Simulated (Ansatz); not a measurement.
ZnS

**The experiment.** The Crystallography Open Database holds a cell as deposited of hexagonal ZnS (space group P6_3mc), temperature not stated (1993, doi:10.1103/PhysRevB.48.4335): a, c = 3.811, 6.234 Å, 19.60 Å³/atom.

Computed with Ansatz (plane waves, PAW, 420 eV cutoff): PBE, scalar-relativistic, no spin polarisation, 10×10×6 k-mesh, Gaussian smearing of 0.05 eV. The datasets are Ansatz's generated set soft_2.

```cif
data_structure
_symmetry_space_group_name_H-M 'P6_3mc'
_symmetry_Int_Tables_number 186
_cell_length_a 3.8457
_cell_length_b 3.8457
_cell_length_c 6.3044
_cell_angle_alpha 90.000
_cell_angle_beta 90.000
_cell_angle_gamma 120.000
_cell_volume 80.75
loop_
_atom_site_label
_atom_site_type_symbol
_atom_site_symmetry_multiplicity
_atom_site_Wyckoff_symbol
_atom_site_fract_x
_atom_site_fract_y
_atom_site_fract_z
_atom_site_occupancy
Zn1 Zn 2 b 0.33333 0.66667 0.00520 1
S1 S 2 b 0.33333 0.66667 0.37980 1
```

The chain of runs began from a cell as deposited in COD, expanded in volume.

The cell above was scaled in volume, and shape and atoms were relaxed at each volume within its symmetry. Energies are counted from the cell above.

The cell is relaxed to zero pressure at this level.

```csv
V (Å³/atom),ΔE (meV/atom),P from the stress (GPa)
19.380,7.46,3.08
19.783,1.78,1.45
20.187,0.00,-0.01
20.591,1.70,-1.32
20.995,6.53,-2.50
```

Question: Do the energies and the pressures agree? Compare −ΔE/ΔV between neighbouring points (1 meV/Å³ = 0.1602 GPa) with the mean of their pressures.

Answer: 
```
interval (Å³/atom)  −ΔE/ΔV (GPa)  mean P (GPa)
    19.38 to 19.78           2.3           2.3
    19.78 to 20.19           0.7           0.7
    20.19 to 20.59          -0.7          -0.7
    20.59 to 20.99          -1.9          -1.9
```
They differ by 0.02 GPa at most.

Question: What do the two routes give for V0, B0 and B0′?

Answer: A third-order Birch–Murnaghan fit of the energies: V0 = 20.18 Å³/atom, B0 = 69 GPa, B0′ = 4.4. A polynomial of P in ln V, with B = −dP/d ln V at P = 0: V0 = 20.18 Å³/atom, B0 = 69 GPa, B0′ = 4.4.

B0·V0 = 69.2 GPa × 20.18 Å³ = 8.71 eV/atom sets the scale: near the minimum ΔE ≈ ½ B0 V0 x², with x = V/V0 − 1, and a pressure of 0.7 GPa squeezes the volume by about 1 %. At the ends of the curve: x = −4.0 % predicts 6.9 meV/atom and the run gives 7.5; x = +4.0 % predicts 7.0 meV/atom and the run gives 6.5. The lopsidedness is anharmonic: atoms resist being pushed together more than being pulled apart.

**Against experiment.** PBE gives 3.846, 6.304 Å and 20.19 Å³/atom, +3.0 % in volume (+1.0 % in length) from the database's cell. PBE usually overestimates volumes by a few per cent. The static lattice also lacks zero-point motion and thermal expansion, roughly 0.9 to 2.2 % in volume at 300 K (room temperature assumed) by Grüneisen's rule, γ·3k_BT/(B0·V0) with γ of 1 to 2.5, so its own overestimate is larger than the figure.

